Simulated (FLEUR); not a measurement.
SrCl2:

```xyz
3
Lattice="0.0000 3.4884 3.4884 3.4884 0.0000 3.4884 3.4884 3.4884 0.0000" Properties=species:S:1:pos:R:3 pbc="T T T"
Sr    0.0000    0.0000    0.0000
Cl    5.2325    5.2325    5.2325
Cl    1.7442    1.7442    1.7442
```

```yaml
Program: FLEUR MaX-R8.1 (later development tree)
Task: single point
Functional: PBEsol
Potentials_or_basis: all-electron
Basis: FLAPW
Kmax: 4.1 1/bohr
k_mesh: 7 × 7 × 7
Occupations: fermi-dirac, width 0.05 eV
Spin: no spin polarisation
Gmax: 12.7 1/bohr
Muffin-tin_radii: Sr 2.65, Cl 2.48 bohr
lmax: Sr 10, Cl 10
lnonsphr: Sr 10, Cl 10
Local_orbitals_a_species: Sr 5, Cl 4
Max_iterations: 60
Mixing_factor: 0.05
Mixer: Anderson
Mixer_history: 15
```

On this cell: largest force zero by symmetry; band gap on the k mesh 5.18 eV, indirect (least direct gap 5.48 eV).

The same run follows on a disturbed copy (atoms moved at random, drawn with an rms of 0.05 Å):

```xyz
3
Lattice="0.0000 3.4884 3.4884 3.4884 0.0000 3.4884 3.4884 3.4884 0.0000" Properties=species:S:1:pos:R:3 pbc="T T T"
Sr   -0.0033   -0.0364   -0.0347
Cl    5.2490    5.2263    5.2512
Cl    1.7260    1.7611    1.7815
```

**Question.** What does the disturbed cell give?

**Answer.** The energy moves by +3.1 meV/atom; largest force 0.197 eV/Å; band gap on the k mesh 5.17 eV, indirect (least direct gap 5.48 eV).

Forces on the atoms (eV/Å):
```
Sr  -0.005  0.114  0.161
Cl  -0.077 -0.012 -0.044
Cl   0.082 -0.102 -0.117
```

Caveats: an odd mesh through Γ misses points on the zone boundary, where band edges often lie.
